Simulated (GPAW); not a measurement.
Input of a GPAW 26.7.0 run:

The input run.py:

```python
import numpy as np
from ase import Atoms
from ase.dft.bandgap import bandgap
from ase.io import write
from ase.units import GPa
from gpaw import GPAW, PW
from gpaw.spinorbit import soc_eigenstates

atoms = Atoms(['Pb', 'Te'],
              cell=[[0.0, 3.231, 3.231],
                    [3.231, 0.0, 3.231],
                    [3.231, 3.231, 0.0]],
              scaled_positions=[[0.0, 0.0, 0.0],
                                [0.5, 0.5, 0.5]],
              pbc=True)

calc = GPAW(mode=PW(600),
            xc='MGGA_X_R2SCAN+MGGA_C_R2SCAN',
            kpts={'size': (5, 5, 5), 'gamma': True},
            occupations={'name': 'fermi-dirac', 'width': 0.05},
            nbands=19,
            convergence={'density': 1e-05, 'energy': 1e-05},
            maxiter=150,
            txt='gpaw.txt')
atoms.calc = calc
energy = atoms.get_potential_energy()
forces = atoms.get_forces()
stress = atoms.get_stress()
calc.write('gs.gpw')
write('result.traj', atoms)
print(f'Energy: {energy:.6f} eV')
print('Forces (eV/A):')
print(forces.round(4))
print('Stress (GPa):', (stress / GPa).round(3))
print('Fermi level:', round(calc.get_fermi_level(), 4), 'eV')
print(f'Gap: {bandgap(calc)[0]:.4f} eV, direct: {bandgap(calc, direct=True)[0]:.4f} eV')

path = atoms.cell.bandpath('GXWKGLUWLK,UX', npoints=100, eps=1e-4)
bs_calc = calc.fixed_density(kpts=path, symmetry='off', nbands=32,
                             convergence={'bands': 'CBM+6.0', 'eigenstates': 1e-6}, txt='bands.txt')
bs = bs_calc.band_structure()
bs.write('bs.json')
print(f'Gap on the path: {bandgap(bs_calc)[0]:.4f} eV')

soc = soc_eigenstates(bs_calc, theta=90, phi=45, ignore_xc_potential=True)
np.savetxt('soc_bands.dat', soc.eigenvalues(), fmt='%.4f')
mesh = soc_eigenstates('gs.gpw', theta=90, phi=45, ignore_xc_potential=True)
np.savetxt('soc_mesh.dat', mesh.eigenvalues(), fmt='%.4f')
print('Fermi level with spin-orbit coupling:', round(mesh.fermi_level, 4), 'eV')
```

Potentials or basis: GPAW PAW data sets (gpaw-data 1.2.1), pw.

The run is started by

```bash
$ OMP_NUM_THREADS=1 python run.py
```

Task: What does it give for the band gap along the path?

Result: 0.19 eV, indirect (least direct gap 0.20 eV).

Task: Estimate the pressure.

Result: 1.3 GPa.

Levels at the corners of the path, in eV from the Fermi level:
```tsv
point	band 17	band 18	band 19	band 20	band 21	band 22	band 23	band 24
Γ	-1.24	-1.24	-1.24	-1.24	2.38	2.39	5.06	5.06
X	-3.58	-3.58	-2.74	-2.74	3.46	3.46	4.51	4.51
W	-4.12	-4.12	-0.56	-0.56	1.53	1.53	5.43	5.43
K	-2.91	-2.91	-2.08	-2.08	3.03	3.03	4.28	4.28
Γ	-1.24	-1.24	-1.24	-1.24	2.38	2.39	5.06	5.06
L	-0.88	-0.88	-0.23	-0.23	-0.02	-0.02	1.47	1.47
U	-2.91	-2.91	-2.08	-2.08	3.03	3.03	4.28	4.28
W	-4.12	-4.12	-0.56	-0.56	1.53	1.53	5.43	5.43
L	-0.88	-0.88	-0.23	-0.23	-0.02	-0.02	1.47	1.47
K	-2.91	-2.91	-2.08	-2.08	3.03	3.03	4.28	4.28
U	-2.91	-2.91	-2.08	-2.08	3.03	3.03	4.28	4.28
X	-3.58	-3.58	-2.74	-2.74	3.46	3.46	4.51	4.51
```

Caveat: this odd mesh misses L, where the gap lies, so gap, dielectric constants and Born charges aren't listed; spin-orbit coupling was added after a scalar SCF, so levels and gaps hold it while energy, forces, pressure and moments don't; this program's spin-orbit splittings come out too wide for heavy elements; the PAW data sets were made with another functional, which shifts forces and pressure a little.

**Experimental background.**

A printed reference work, monograph reports, for a bulk crystal of TePb at 4.2 K: band gap 0.19 eV (direct).

Against the measured gap of TePb, 0.19 eV (direct; 4.2 K; a printed reference work, monograph), the calculated 0.19 eV is off by 0.00 eV. The value is that of r2SCAN, without temperature or zero-point motion.
